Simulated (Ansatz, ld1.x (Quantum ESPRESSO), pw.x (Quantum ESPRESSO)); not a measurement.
manganese: one change to the TM potential, in the atom and in the bcc crystal

- Element: manganese (Mn)
- Generator: ld1.x (Quantum ESPRESSO) 7.5
- Type: norm-conserving Troullier–Martins (Kleinman–Bylander form)
- Functional: PBEsol
- Relativity: scalar-relativistic
- Frozen core: [Ar]
- Valence charge: 7
- Reference configuration: 3d5 4s2 4p0
- Partial waves: 4s (bound): rc 2.05 bohr; 4p (bound, empty): rc 3.75 bohr; 3d (bound): rc 1.65 bohr
- Local potential: all-electron potential smoothed inside 2.75 bohr (lloc = -1)
- Core correction: none

Change: core correction a·sin(br)/r model core inside 1.04 bohr.

Cutoffs, loose and tight: the cutoffs (Ry, on a coarse ladder) from which the occupation-weighted sum of valence levels, in a spherical-Bessel basis at the reference potential, stays within 10 and 1 mRy of its value at 400 Ry. They do not see the model core or the augmentation charge, which bear on the density cutoff. Test errors are all-electron minus pseudo excitation energies from the reference, over the configurations 3d5 4s1 4p0; 3d5 4s0 4p0; 3d4 4s0 4p0; 3d6 4s1 4p0; 3d3 4s0 4p0; 3d5 4s1 4p1; 3d4 4s2 4p1; variants that change the core or the reference have their own tests.

Crystal test: bcc Mn in pw.x 7.5, no spin, 17³ k-points, Fermi–Dirac smearing 0.01 Ry, cutoffs set for each file from its atomic test. The reference is all-electron LAPW (Ansatz 0.2.0) with the same functional, mesh and smearing; V0 and B0 come from Birch–Murnaghan fits to the pressures at five volumes. Errors are pseudo minus all-electron; Δ is the rms difference of the E(V) curves that follow from these fits, minima aligned, over ±6 % about the mean V0. Mesh and smearing are coarse, so the numbers serve the comparison and aren't converged zero-temperature values; the lattice is a test structure that the element need not adopt. Spin polarisation and strong correlation are left out, which matters for this element.

All-electron: a0 = 2.752 Å (V0 = 10.43 Å³/atom), B0 = 302.1 GPa.

Task: Does the change bring the crystal closer to the all-electron result?

Result: The mean pressure error goes from +21.01 to +16.60 GPa, so the change moves the solid closer to the all-electron pressures. Neither pressure curve crosses zero within the volumes sampled, so no fits are given.

```csv
quantity,base,changed
outcome (atom),generated,generated
"cutoff, loose (atom)",90 Ry,90 Ry
"cutoff, tight (atom)",140 Ry,140 Ry
bound ghosts (atom),none,none
largest test error (meV) (atom),-186 over the solved tests; 1 of 7 tests not solved or not reliable,-264 over the solved tests; 2 of 7 tests not solved or not reliable
cutoffs in pw.x (Ry),170/680,170/680
mean pressure error (GPa),+21.01,+16.60
```

Base: The largest radius (3.75 bohr) exceeds half the bond length (2.25 bohr), so the spheres overlap, which is one possible source of error among others. This is a poor potential for the solid. Atomic configuration tests: 1 of 7 tests not solved or not reliable. Changed file: The largest radius (3.75 bohr) exceeds half the bond length (2.25 bohr), so the spheres overlap, which is one possible source of error among others. This is a poor potential for the solid. Atomic configuration tests: 2 of 7 tests not solved or not reliable. The atomic cutoffs weigh occupied waves only.
